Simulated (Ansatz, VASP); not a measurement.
## One calculation of Se, two programs

File INCAR:

```
ALGO = Normal ; EDIFF = 1E-6
ENCUT = 520 ; GGA = PS
ISIF = 2 ; ISMEAR = -1
LASPH = T ; LCHARG = F
LREAL = F ; LWAVE = F
NBANDS = 16 ; NELM = 100
PREC = Accurate ; SIGMA = 0.02
```

Contents of KPOINTS:

```
k-points
0
Gamma
  8 8 6
```

Contents of POSCAR:

```
Se
1.0
    4.3551696776      0.0000000000      0.0000000000
   -2.1775848388      3.7716875786      0.0000000000
    0.0000000000      0.0000000000      5.0484390000
Se
3
Direct
    0.2170000000      0.0000000000      0.1666666667
    0.0000000000      0.2170000000      0.8333333333
    0.7830000000      0.7830000000      0.5000000000
```

Input for Ansatz:

```yaml
crystal:
  lattice:
    - [4.3551696776, 0.0, 0.0]
    - [-2.1775848388, 3.7716875786, 0.0]
    - [0.0, 0.0, 5.048439]
  atoms:
    - { symbol: Se, position: [0.217, 0.0, 0.1666666667] }
    - { symbol: Se, position: [0.0, 0.217, 0.8333333333] }
    - { symbol: Se, position: [0.783, 0.783, 0.5] }
kpoints:
  mp_grid: { grid: [8, 8, 6] }
  band_path:
    path:
      - [0.0, 0.0, 0.0]
      - [0.5, 0.0, 0.0]
      - [0.3333333333, 0.3333333333, 0.0]
      - [0.0, 0.0, 0.0]
      - [0.0, 0.0, 0.5]
      - [0.5, 0.0, 0.5]
      - [0.3333333333, 0.3333333333, 0.5]
      - [0.0, 0.0, 0.5]
      - [0.5, 0.0, 0.5]
    npoints: 5
scf:
  occupations: { method: fermi_dirac, width: 0.02 }
hamiltonian:
  xc: pbesol
  pseudopotentials: { kind: all_electron, lapw: { basis_error: 0.001 } }
output:
  forces: true
  stress: true
  eigenvalues: true
```

Change from the starting cell: zz strain of +2 %.

Alike in both runs: task single point; functional PBEsol; k mesh 8 × 8 × 6; occupations fermi-dirac, width 0.02 eV; no spin polarisation.

|  | VASP | Ansatz |
| --- | --- | --- |
| version | VASP 6.6.1 | Ansatz 0.2.0 |
| potentials or method | VASP PAW PBE potentials, release 64 (Se) | all-electron LAPW, scalar-relativistic |
| plane-wave cutoff (eV) | 520 | see its input |

|  | VASP | Ansatz | Ansatz less VASP |
| --- | --- | --- | --- |
| gap on the k mesh at the Fermi level (eV) | 0.92 | 0.94 | +0.023 |
| pressure (GPa) | 1.4 | 1.1 | -0.22 |
| largest component of the traceless stress (GPa) | 0.58 | 0.47 | -0.109 |
| rms of the force components (eV/Å) | 0.449 | 0.416 | -0.0328 |

Atom by atom the forces differ by 0.033 eV/Å (rms over components). Ansatz ran all-electron here, so the differences hold the error of VASP's frozen core and of both bases.

Caveats: the PAW data sets were made with another functional, which shifts forces and pressure a little (VASP). A k mesh can miss the band edges.
